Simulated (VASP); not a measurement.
ZnSiP2:

```
Zn Si P
1.0
    -2.67895    2.67895    5.22200
     2.67895   -2.67895    5.22200
     2.67895    2.67895   -5.22200
Zn Si P
2 2 4
Direct
  0.00000 0.00000 0.00000
  0.75000 0.25000 0.50000
  0.50000 0.50000 0.00000
  0.25000 0.75000 0.50000
  0.37500 0.38985 0.51485
  0.87500 0.86015 0.48515
  0.61015 0.12500 0.98515
  0.13985 0.62500 0.01485
```

The cell is a database's computed one.

Base run:

| Property | Result |
| --- | --- |
| Program | VASP 6.6.1 |
| Functional | PBEsol |
| Potentials or basis | VASP PAW PBE potentials, release 64 (Zn, Si, P) |
| Cutoff | 520 eV |
| k mesh | 12 × 12 × 12 |
| Occupations | gaussian, width 0.02 eV |
| Spin | no spin polarisation |

Its results: band gap on the k mesh 1.16 eV, direct; pressure 0.0 GPa.

Task: The run is repeated on the same cell with these changes: functional from PBEsol to r2SCAN; k mesh from 12 × 12 × 12 to 8 × 8 × 8. What comes out?

Result: Band gap on the k mesh 1.54 eV, direct; pressure 0.6 GPa.

Several settings changed at once, so the effect can't be laid on one alone.

Caveats: the PAW data sets were made with another functional, which shifts forces and pressure a little.

A k mesh can miss the band edges.
